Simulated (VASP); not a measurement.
Crystal: Te2Pt (Moncheite).

```
Te Pt
1.0
     4.01000    0.00000    0.00000
    -2.00500    3.47276    0.00000
     0.00000    0.00000    5.20100
Te Pt
2 1
Direct
  0.33333 0.66667 0.25000
  0.66667 0.33333 0.75000
  0.00000 0.00000 0.00000
```

| Item | Value |
| --- | --- |
| Program | VASP 6.6.1 |
| Task | relaxation of cell and atoms |
| Functional | PBE |
| Dispersion | D3(BJ) |
| Potentials or basis | VASP PAW PBE potentials, release 64 (Te, Pt) |
| Cutoff | 600 eV |
| k mesh | 12 × 12 × 7 |
| Occupations | methfessel-paxton, width 0.1 eV |
| Spin | no spin polarisation |

At the start: pressure 4.6 GPa; volume 24.14 Å³/atom.

Q: Where does the relaxation end?

A: Over 17 steps the energy falls by 33.0 meV/atom and the volume is 24.04 Å³/atom (-0.4 %); space group P-3m1 (No. 164, to 0.05 Å).

Step by step:
| step | energy change (eV) | largest force (eV/Å) | pressure (GPa) | volume (Å³) |
| --- | --- | --- | --- | --- |
| 1 | 0.0000 | 1.0590 | 4.61 | 72.43 |
| 2 | 0.0679 | 0.4419 | -7.10 | 79.95 |
| 3 | -0.0612 | 0.3603 | -0.93 | 75.32 |
| 4 | -0.0612 | 0.3729 | -0.82 | 75.26 |
| 5 | -0.0768 | 0.2706 | -0.58 | 74.46 |
| 6 | -0.0934 | 0.0018 | 0.34 | 72.36 |
| 7 | -0.0961 | 0.1564 | -0.75 | 72.56 |
| 8 | -0.0965 | 0.1151 | -0.48 | 72.51 |
| 9 | -0.0982 | 0.0146 | 0.48 | 71.65 |
| 10 | -0.0986 | 0.0442 | 0.24 | 71.91 |
| 11 | -0.0986 | 0.0467 | 0.18 | 71.93 |
| 12 | -0.0989 | 0.0410 | -0.13 | 72.16 |
| 13 | -0.0990 | 0.0422 | -0.10 | 72.13 |
| 14 | -0.0990 | 0.0093 | 0.12 | 72.05 |
| 15 | -0.0991 | 0.0066 | 0.05 | 72.08 |
| 16 | -0.0991 | 0.0082 | 0.04 | 72.08 |
| 17 | -0.0991 | 0.0053 | 0.01 | 72.13 |

Final structure:
```
Te Pt
1.0
     4.05189    0.00000    0.00000
    -2.02595    3.50904    0.00000
     0.00000    0.00000    5.07317
Te Pt
2 1
Direct
  0.33333 0.66667 0.26786
  0.66667 0.33333 0.73214
  0.00000 0.00000 0.00000
```

Caveat: pairwise dispersion overbinds metals, which lowers pressure and volume.
